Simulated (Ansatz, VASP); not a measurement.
# One calculation of Zr, two programs

```
Zr
1.0
    -2.71552    4.16806    3.10698
     2.71552   -4.16806    3.10698
     2.71552    4.16806   -3.10698
Zr
6
Direct
  0.25000 0.25000 0.00000
  0.75000 0.75000 0.00000
  0.32272 0.07833 0.40105
  0.82272 0.42167 0.24439
  0.67728 0.92167 0.59895
  0.17728 0.57833 0.75561
```

This isn't the form of Zr at room conditions, which is hcp.

Alike in both runs: task single point; functional PBEsol; k mesh 4 × 4 × 4; occupations gaussian, width 0.1 eV; no spin polarisation.

```csv
,VASP,Ansatz
version,VASP 6.6.1,Ansatz 0.2.0
potentials or method,"VASP PAW PBE potentials, release 64 (Zr_sv)","scalar-relativistic, plane waves, PAW"
plane-wave cutoff (eV),520,420
valence electrons in the cell,72,72
```

```tsv
	VASP	Ansatz	Ansatz less VASP
gap on the k mesh at the Fermi level (eV)	none	none	-
pressure (GPa)	-3.7	-3.8	-0.06
largest component of the traceless stress (GPa)	0.37	0.38	+0.003
rms of the force components (eV/Å)	0.030	0.030	-0.0001
```

Atom by atom the forces differ by 0.000 eV/Å (rms over components). A gap of «none» marks a metal or a gap that the smearing closes.

Caveats: the k mesh is coarse (spacing up to 0.38 Å⁻¹), so the values aren't converged; the PAW data sets were made with another functional, which shifts forces and pressure a little (VASP).
